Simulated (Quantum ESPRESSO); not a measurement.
# Cu (Fm-3m) in Quantum ESPRESSO: notebook

One crystal, Cu, is run at these levels: PBE; tasks: single point, equation of state.

Program: Quantum ESPRESSO 7.5. These are calculated values, not measurements. Logs are shortened: lines on timing, memory, paths and dates and some standing lists are left out, and cuts for length are marked.

### Step 1. Starting point

Symmetry: Fm-3m, No. 225, cubic system. The conventional cell has a = 3.615 Å, b = 3.615 Å, c = 3.615 Å, α = 90.00°, β = 90.00°, γ = 90.00°. Cu (site symmetry m-3m) has 12 Cu at 2.56 Å as nearest neighbours.

### Step 2. Single point, PBE, 11.10 Å³/atom

pw.in reads:

```
&CONTROL
  calculation = 'scf'
  prefix = 'pwscf'
  outdir = './tmp'
  pseudo_dir = './pseudo'
  tprnfor = .true.
  tstress = .true.
  disk_io = 'nowf'
/
&SYSTEM
  ibrav = 0
  nat = 1
  ntyp = 1
  ecutwfc = 45
  ecutrho = 360
  nbnd = 16
  occupations = 'smearing'
  smearing = 'fd'
  degauss = 0.00367493
/
&ELECTRONS
  conv_thr = 2d-10
  electron_maxstep = 120
  mixing_beta = 0.5
/
ATOMIC_SPECIES
Cu    63.5460 cu_pbe_v1.2.uspp.F.UPF
CELL_PARAMETERS angstrom
   0.0000000000    1.7706018915    1.7706018915
   1.7706018915    0.0000000000    1.7706018915
   1.7706018915    1.7706018915    0.0000000000
ATOMIC_POSITIONS crystal
Cu     0.0000000000    0.0000000000    0.0000000000
K_POINTS automatic
13 13 13 0 0 0
```

Potentials or basis: GBRV 1.5 PBE.

On the command line:

```
> OMP_NUM_THREADS=1 pw.x -in pw.in > pw.out
```

pw.out:

```text
This program is part of the open-source Quantum ESPRESSO suite
     for quantum simulation of materials; please cite
         "P. Giannozzi et al., J. Phys.:Condens. Matter 21 395502 (2009);
         "P. Giannozzi et al., J. Phys.:Condens. Matter 29 465901 (2017);
         "P. Giannozzi et al., J. Chem. Phys. 152 154105 (2020);
     in publications or presentations arising from this work. More details at

     Message from routine setup:
     using ibrav=0 with symmetry is DISCOURAGED, use correct ibrav instead

     G-vector sticks info
     --------------------
     sticks:   dense  smooth     PW     G-vecs:    dense   smooth      PW
     Sum         559     283     91                 8657     3119     609

     Using Slab Decomposition

     bravais-lattice index     =            0
     lattice parameter (alat)  =       4.7319  a.u.
     unit-cell volume          =      74.9186 (a.u.)^3
     number of atoms/cell      =            1
     number of atomic types    =            1
     number of electrons       =        19.00
     number of Kohn-Sham states=           16
     kinetic-energy cutoff     =      45.0000  Ry
     charge density cutoff     =     360.0000  Ry
     scf convergence threshold =      2.0E-10
     mixing beta               =       0.5000
     number of iterations used =            8  plain     mixing
     Exchange-correlation= SLA  PW   PBE  PBE
                           (   1   4   3   4   0   0   0)

     celldm(1)=   4.731892  celldm(2)=   0.000000  celldm(3)=   0.000000
     celldm(4)=   0.000000  celldm(5)=   0.000000  celldm(6)=   0.000000

     crystal axes: (cart. coord. in units of alat)
               a(1) = (   0.000000   0.707107   0.707107 )
               a(2) = (   0.707107   0.000000   0.707107 )
               a(3) = (   0.707107   0.707107   0.000000 )

     reciprocal axes: (cart. coord. in units 2 pi/alat)
               b(1) = ( -0.707107  0.707107  0.707107 )
               b(2) = (  0.707107 -0.707107  0.707107 )
               b(3) = (  0.707107  0.707107 -0.707107 )

     PseudoPot. # 1 for Cu read from file:
     cu_pbe_v1.2.uspp.F.UPF
     Pseudo is Ultrasoft + core correction, Zval = 19.0
     Generated by new atomic code, or converted to UPF format
     Using radial grid of  867 points,  6 beta functions with:
                l(1) =   0
                l(2) =   0
                l(3) =   1
                l(4) =   1
                l(5) =   2
                l(6) =   2
     Q(r) pseudized with  8 coefficients,  rinner =    1.150   1.150   1.150
                                                       1.150   1.150

     atomic species   valence    mass     pseudopotential
     Cu               19.00    63.54600     Cu( 1.00)

     48 Sym. Ops., with inversion, found

   Cartesian axes

     site n.     atom                  positions (alat units)
         1        Cu     tau(   1) = (   0.0000000   0.0000000   0.0000000  )

     number of k points=    84  Fermi-Dirac smearing, width (Ry)=  0.0037
                       cart. coord. in units 2pi/alat
        k(    1) = (   0.0000000   0.0000000   0.0000000), wk =   0.0009103
        k(    2) = (   0.0543928   0.0543928  -0.0543928), wk =   0.0072827
        k(    3) = (   0.1087857   0.1087857  -0.1087857), wk =   0.0072827
        k(    4) = (   0.1631785   0.1631785  -0.1631785), wk =   0.0072827
        k(    5) = (   0.2175713   0.2175713  -0.2175713), wk =   0.0072827
        k(    6) = (   0.2719641   0.2719641  -0.2719641), wk =   0.0072827
[... 76 lines left out ...]
        k(   83) = (   0.0000000  -0.4351426   0.6527140), wk =   0.0218480
        k(   84) = (  -0.0543928  -0.3807498   0.7071068), wk =   0.0218480

     Dense  grid:     8657 G-vectors     FFT dimensions: (  30,  30,  30)

     Smooth grid:     3119 G-vectors     FFT dimensions: (  24,  24,  24)

     Check: negative core charge=   -0.000001

     Initial potential from superposition of free atoms

     starting charge      18.0000, renormalised to      19.0000
     Starting wfcs are   13 randomized atomic wfcs +    3 random wfcs

     Self-consistent Calculation

     iteration #  1     ecut=    45.00 Ry     beta= 0.50
     Davidson diagonalization with overlap
     ethr =  1.00E-02,  avg # of iterations =  5.8

     total energy              =    -401.28805700 Ry
     estimated scf accuracy    <       5.03854334 Ry

     iteration #  2     ecut=    45.00 Ry     beta= 0.50
     Davidson diagonalization with overlap
     ethr =  1.00E-02,  avg # of iterations =  2.9

     total energy              =    -403.23582220 Ry
     estimated scf accuracy    <       5.27261320 Ry

     iteration #  3     ecut=    45.00 Ry     beta= 0.50
     Davidson diagonalization with overlap
     ethr =  1.00E-02,  avg # of iterations =  2.0
[... 99 lines left out ...]
     total energy              =    -403.78053913 Ry
     estimated scf accuracy    <       0.00000002 Ry

     iteration # 18     ecut=    45.00 Ry     beta= 0.50
     Davidson diagonalization with overlap
     ethr =  3.05E-11,  avg # of iterations =  2.0

     total energy              =    -403.78053913 Ry
     estimated scf accuracy    <          3.4E-09 Ry

     iteration # 19     ecut=    45.00 Ry     beta= 0.50
     Davidson diagonalization with overlap
     ethr =  1.77E-11,  avg # of iterations =  1.0

     End of self-consistent calculation

          k = 0.0000 0.0000 0.0000 (   387 PWs)   bands (ev):

   -95.3041 -52.6169 -52.6169 -52.6169   7.4930  14.2091  14.2091  14.2091
    15.1219  15.1219  40.4803  43.5880  43.5880  43.5880  46.1773  46.1773

          k = 0.0544 0.0544-0.0544 (   369 PWs)   bands (ev):

   -95.3030 -52.6248 -52.6180 -52.6180   7.7186  14.1581  14.2535  14.2535
    15.1053  15.1053  39.2171  41.6556  42.9796  42.9796  47.0818  47.0818

          k = 0.1088 0.1088-0.1088 (   368 PWs)   bands (ev):

   -95.3000 -52.6467 -52.6212 -52.6212   8.3790  14.0322  14.3488  14.3488
    15.0888  15.0888  35.3813  41.0986  42.0615  42.0615  47.9260  48.4419

          k = 0.1632 0.1632-0.1632 (   374 PWs)   bands (ev):

   -95.2958 -52.6776 -52.6258 -52.6258   9.4103  13.9198  14.3880  14.3880
    15.1714  15.1714  31.3567  40.5893  41.3213  41.3213  47.3859  47.3859
[... 388 lines left out ...]
   -95.2794 -52.7301 -52.6854 -52.6685  12.6407  13.0297  14.4868  15.3444
    15.8904  20.6502  26.1387  26.9409  28.2122  41.2626  44.0605  52.3701

          k = 0.0000-0.4351 0.6527 (   383 PWs)   bands (ev):

   -95.2792 -52.7212 -52.6969 -52.6676  12.8401  13.2162  14.1341  15.1738
    15.8887  22.3285  24.5152  25.8224  28.4984  42.4953  46.9829  50.2655

          k =-0.0544-0.3807 0.7071 (   386 PWs)   bands (ev):

   -95.2793 -52.7141 -52.7028 -52.6682  12.9507  13.4865  13.7502  15.0857
    15.8896  22.4852  24.5121  26.5827  27.2253  45.5019  46.5399  48.8500

     the Fermi energy is    17.6020 ev

!    total energy              =    -403.78053914 Ry
     estimated scf accuracy    <          1.5E-11 Ry
     smearing contrib. (-TS)   =      -0.00020074 Ry
     internal energy E=F+TS    =    -403.78033839 Ry

     The total energy is F=E-TS. E is the sum of the following terms:
     one-electron contribution =    -259.82234695 Ry
     hartree contribution      =     142.22223955 Ry
     xc contribution           =     -38.84630526 Ry
     ewald contribution        =    -247.33392572 Ry

     convergence has been achieved in  19 iterations

     Forces acting on atoms (cartesian axes, Ry/au):

     atom    1 type  1   force =     0.00000000    0.00000000    0.00000000

     Total force =     0.000000     Total SCF correction =     0.000000

     Computing stress (Cartesian axis) and pressure

          total   stress  (Ry/bohr**3)                   (kbar)     P=      119.14
   0.00080992  -0.00000000  -0.00000000          119.14       -0.00       -0.00
  -0.00000000   0.00080992  -0.00000000           -0.00      119.14       -0.00
  -0.00000000  -0.00000000   0.00080992           -0.00       -0.00      119.14

=------------------------------------------------------------------------------=
   JOB DONE.
=------------------------------------------------------------------------------=
```

It took 14 s on 1 thread of Intel Xeon at 2.80GHz (Skylake/Cascade Lake), shared host; peak memory 0.07 GiB.

Results:

* Free energy: -5493.7141 eV
* Pressure: 11.9 GPa
* Band gap on the k mesh: none (metal or under the smearing width)

### Step 3. Single point, PBE, 11.34 Å³/atom

Changes to pw.in since step 2:

```diff
@@ -28,5 +28,5 @@
 CELL_PARAMETERS angstrom
-   0.0000000000    1.7706018915    1.7706018915
-   1.7706018915    0.0000000000    1.7706018915
-   1.7706018915    1.7706018915    0.0000000000
+   0.0000000000    1.7830713297    1.7830713297
+   1.7830713297    0.0000000000    1.7830713297
+   1.7830713297    1.7830713297    0.0000000000
 ATOMIC_POSITIONS crystal
```

Potentials or basis: GBRV 1.5 PBE.

On the command line:

```
> OMP_NUM_THREADS=1 pw.x -in pw.in > pw.out
```

It took 13 s on 1 thread of Intel Xeon at 2.80GHz (Skylake/Cascade Lake), shared host; peak memory 0.07 GiB.

The run converged. Its results:

```
Free energy            : -5493.7303 eV
Pressure               : 7.7 GPa
Band gap on the k mesh : none (metal or under the smearing width)
```

### Step 4. Single point, PBE, 11.57 Å³/atom

Changes to pw.in since step 3:

```diff
@@ -28,5 +28,5 @@
 CELL_PARAMETERS angstrom
-   0.0000000000    1.7830713297    1.7830713297
-   1.7830713297    0.0000000000    1.7830713297
-   1.7830713297    1.7830713297    0.0000000000
+   0.0000000000    1.7953687620    1.7953687620
+   1.7953687620    0.0000000000    1.7953687620
+   1.7953687620    1.7953687620    0.0000000000
 ATOMIC_POSITIONS crystal
```

On the command line:

```
> OMP_NUM_THREADS=1 pw.x -in pw.in > pw.out
```

It took 17 s on 1 thread of Intel Xeon at 2.80GHz (Skylake/Cascade Lake), shared host; peak memory 0.07 GiB.

The run converged. Its results:

- Free energy: -5493.7406 eV
- Pressure: 4.2 GPa
- Band gap on the k mesh: none (metal or under the smearing width)

### Step 5. Single point, PBE, 11.81 Å³/atom

Changes to pw.in since step 4:

```diff
@@ -28,5 +28,5 @@
 CELL_PARAMETERS angstrom
-   0.0000000000    1.7953687620    1.7953687620
-   1.7953687620    0.0000000000    1.7953687620
-   1.7953687620    1.7953687620    0.0000000000
+   0.0000000000    1.8075000000    1.8075000000
+   1.8075000000    0.0000000000    1.8075000000
+   1.8075000000    1.8075000000    0.0000000000
 ATOMIC_POSITIONS crystal
```

On the command line:

```
> OMP_NUM_THREADS=1 pw.x -in pw.in > pw.out
```

Wall time 14 s (1 thread of Intel Xeon at 2.80GHz (Skylake/Cascade Lake), shared host); peak memory 0.07 GiB.

It converged, with:

- Free energy: -5493.7459 eV
- Pressure: 0.9 GPa
- Band gap on the k mesh: none (metal or under the smearing width)

### Step 6. Single point, PBE, 12.05 Å³/atom

Changes to pw.in since step 5:

```diff
@@ -28,5 +28,5 @@
 CELL_PARAMETERS angstrom
-   0.0000000000    1.8075000000    1.8075000000
-   1.8075000000    0.0000000000    1.8075000000
-   1.8075000000    1.8075000000    0.0000000000
+   0.0000000000    1.8194705475    1.8194705475
+   1.8194705475    0.0000000000    1.8194705475
+   1.8194705475    1.8194705475    0.0000000000
 ATOMIC_POSITIONS crystal
```

Potentials or basis: GBRV 1.5 PBE.

On the command line:

```
> OMP_NUM_THREADS=1 pw.x -in pw.in > pw.out
```

Wall time 13 s (1 thread of Intel Xeon at 2.80GHz (Skylake/Cascade Lake), shared host); peak memory 0.07 GiB.

It converged, with:

```yaml
Free_energy: -5493.7467 eV
Pressure: -1.8 GPa
Band_gap_on_the_k_mesh: none (metal or under the smearing width)
```

### Step 7. Single point, PBE, 12.28 Å³/atom

Changes to pw.in since step 6:

```diff
@@ -28,5 +28,5 @@
 CELL_PARAMETERS angstrom
-   0.0000000000    1.8194705475    1.8194705475
-   1.8194705475    0.0000000000    1.8194705475
-   1.8194705475    1.8194705475    0.0000000000
+   0.0000000000    1.8312856224    1.8312856224
+   1.8312856224    0.0000000000    1.8312856224
+   1.8312856224    1.8312856224    0.0000000000
 ATOMIC_POSITIONS crystal
```

On the command line:

```
> OMP_NUM_THREADS=1 pw.x -in pw.in > pw.out
```

It took 18 s on 1 thread of Intel Xeon at 2.80GHz (Skylake/Cascade Lake), shared host; peak memory 0.07 GiB.

It converged, with:

```yaml
Free_energy: -5493.7434 eV
Pressure: -4.3 GPa
Band_gap_on_the_k_mesh: none (metal or under the smearing width)
```

### Step 8. Single point, PBE, 12.52 Å³/atom

Changes to pw.in since step 7:

```diff
@@ -28,5 +28,5 @@
 CELL_PARAMETERS angstrom
-   0.0000000000    1.8312856224    1.8312856224
-   1.8312856224    0.0000000000    1.8312856224
-   1.8312856224    1.8312856224    0.0000000000
+   0.0000000000    1.8429501765    1.8429501765
+   1.8429501765    0.0000000000    1.8429501765
+   1.8429501765    1.8429501765    0.0000000000
 ATOMIC_POSITIONS crystal
```

On the command line:

```
> OMP_NUM_THREADS=1 pw.x -in pw.in > pw.out
```

Run time: 18 s. Hardware: 1 thread of Intel Xeon at 2.80GHz (Skylake/Cascade Lake), shared host; peak memory 0.07 GiB.

Results (log left out):

```
Free energy            : -5493.7366 eV
Pressure               : -6.6 GPa
Band gap on the k mesh : none (metal or under the smearing width)
```

### Step 9. Equation of state, PBE

Potentials or basis: GBRV 1.5 PBE.

No new run: the results of the series are fitted here.

What came out:

```
Equilibrium volume                      : 11.97 Å³/atom
Bulk modulus                            : 143 GPa
Pressure derivative of the bulk modulus : 5.0
```

Energy against volume, from the lowest point:
```csv
volume (Å³/atom),energy (meV/atom)
11.102,32.59
11.338,16.44
11.574,6.10
11.810,0.81
12.047,0.00
12.283,3.28
12.519,10.09
```

PBE usually gives volumes a little too large and moduli too small. Zero-point motion and thermal expansion aren't in these numbers.
